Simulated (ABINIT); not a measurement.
**BN: band structure with r2SCAN**

BN:

```
N B
1.0
     4.88009    0.00000    0.00000
     0.00000    2.59146    0.00000
     0.00000    0.00000    4.29205
N B
4 4
Direct
  0.32113 0.75000 0.10649
  0.67887 0.25000 0.89351
  0.17887 0.25000 0.60649
  0.82113 0.75000 0.39351
  0.34041 0.25000 0.90710
  0.15959 0.75000 0.40710
  0.84041 0.25000 0.59290
  0.65959 0.75000 0.09290
```

Measurements of this composition are mostly on another form, of space group No. 194.

```
Program             : ABINIT 10.8.3 (patched build)
Task                : band structure
Functional          : r2SCAN
Potentials or basis : JTH PAW PBE v2.0
Cutoff              : 844 eV
k mesh              : 3 × 5 × 3
Occupations         : fermi-dirac, width 0.05 eV
Spin                : no spin polarisation
Fine-grid cutoff    : 1442.2 eV
```

```
Pressure                : -1.1 GPa
Largest force           : 0.091 eV/Å
Band gap on the k mesh  : 6.15 eV, indirect (least direct gap 6.84 eV)
Band gap along the path : 6.24 eV, indirect (least direct gap 6.83 eV)
```

Forces in eV/Å, atoms in the order of the input:
```
N   -0.030  0.000  0.021
N    0.030  0.000 -0.021
N    0.030  0.000  0.021
N   -0.030  0.000 -0.021
B   -0.089  0.000  0.020
B    0.089  0.000  0.020
B   -0.089  0.000 -0.020
B    0.089  0.000 -0.020
```

Stress tensor (GPa, compression positive):
```
-0.07  0.00  0.00
 0.00 -1.70  0.00
 0.00  0.00 -1.59
```

Levels at the corners of the path, in eV from the valence-band top:
```
point  band 13  band 14  band 15  band 16  band 17  band 18  band 19  band 20
    Γ    -1.01    -0.35    -0.22     0.00     7.18     7.83     8.67     8.74
    X    -4.39    -4.39    -2.20    -2.20     6.74     6.74     9.12     9.12
    S    -2.53    -2.53    -0.79    -0.79     8.70     8.70     8.88     8.88
    Y    -1.56    -1.56    -1.41    -1.41     6.80     6.80     9.16     9.16
    Γ    -1.01    -0.35    -0.22     0.00     7.18     7.83     8.67     8.74
    Z    -1.25    -1.25    -0.76    -0.76     6.54     6.54     8.92     8.92
    U    -2.87    -2.87    -2.87    -2.87     7.91     7.91     7.91     7.91
    R    -2.81    -2.81    -2.81    -2.81     8.82     8.82     8.82     8.82
    T    -1.54    -1.54    -1.29    -1.29     6.24     6.24     9.32     9.32
    Z    -1.25    -1.25    -0.76    -0.76     6.54     6.54     8.92     8.92
```

Wall time 6 min on 1 thread of Intel(R) Xeon(R) Platinum 8488C (Sapphire Rapids), on a shared host, peak memory 0.31 GiB.

Caveat: the k mesh is coarse (spacing up to 0.49 Å⁻¹), so the values aren't converged; the PAW data sets were made with another functional, which shifts forces and pressure a little; the atomic spheres overlap. r2SCAN opens gaps a little over a GGA but as a rule still falls short of measured ones.
